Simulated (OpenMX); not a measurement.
Rh:

```
CELL_PARAMETERS angstrom
2.73098 0.00000 0.00000
-1.36549 2.36510 0.00000
0.00000 0.00000 4.42849
ATOMIC_POSITIONS crystal
Rh 0.33333 0.66667 0.25000
Rh 0.66667 0.33333 0.75000
```

This isn't the form of Rh at room conditions, which is fcc.

Base run:

| Property | Result |
| --- | --- |
| Program | OpenMX 3.8.5 |
| Functional | PBE |
| Potentials or basis | OpenMX 2013 PBE set, Rh7.0-s3p2d2, grid cutoff 400 Ry |
| k mesh | 9 × 9 × 5 |
| Occupations | fermi-dirac, width 0.05 eV |
| Spin | no spin polarisation |

Its results: band gap on the k mesh none (metal or under the smearing width); pressure 2.2 GPa; largest force 0.010 eV/Å.

**Question.** The run is repeated on the same cell with these changes: dispersion from none to D3(BJ). What comes out?

**Answer.** Band gap on the k mesh none (metal or under the smearing width); pressure -5.1 GPa; largest force 0.010 eV/Å.

Dispersion adds attraction, which lowers the pressure at fixed volume and, as a term added to the energy, leaves the levels alone.

Caveats: the basis of atomic orbitals isn't converged, which shifts pressures, moduli and gaps; pairwise dispersion overbinds metals, which lowers pressure and volume (some runs).
